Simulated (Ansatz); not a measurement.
CdTe in Ansatz: convergence with scf exx energy threshold

Crystal: CdTe.

```
CELL_PARAMETERS angstrom
0.00000 3.20500 3.20500
3.20500 0.00000 3.20500
3.20500 3.20500 0.00000
ATOMIC_POSITIONS crystal
Te 0.75000 0.75000 0.75000
Cd 0.00000 0.00000 0.00000
```

| Item | Value |
| --- | --- |
| Program | Ansatz 0.2.0 |
| Task | convergence study |
| Functional | PBE0 |
| Potentials or basis | Ansatz PAW |
| Cutoff | 420 eV (not typed: the program's choice for these potentials) |
| k mesh | 4 × 4 × 4 |
| Occupations | gaussian, width 0.1 eV |
| Spin | no spin polarisation |

These are the settings of the first run; the series varies scf exx energy threshold, with any setting tied to it.

Hardware: 2 threads of Intel(R) Xeon(R) Processor @ 2.50GHz (Skylake/Cascade Lake), on a shared host.

```csv
scf exx energy threshold,"energy less the tightest run, at zero smearing (meV/atom)",SCF cycles,CPU time (s),peak memory (GiB)
0.01,0.00,11,56,0.88
0.001,0.00,11,57,0.88
0.0001,0.00,11,54,0.87
1e-05,0.00,11,49,0.88
1e-06,0.00,13,55,0.88
1e-07,0.00,16,58,0.88
```

Against the tightest run, the energy stays within 1 meV/atom from 0.01 on. The tightest run that finished is the yardstick and may itself not be fully converged.

Caveat, for the tightest run too: the k mesh is coarse (spacing up to 0.42 Å⁻¹), so the values aren't converged, least of all with exact exchange.
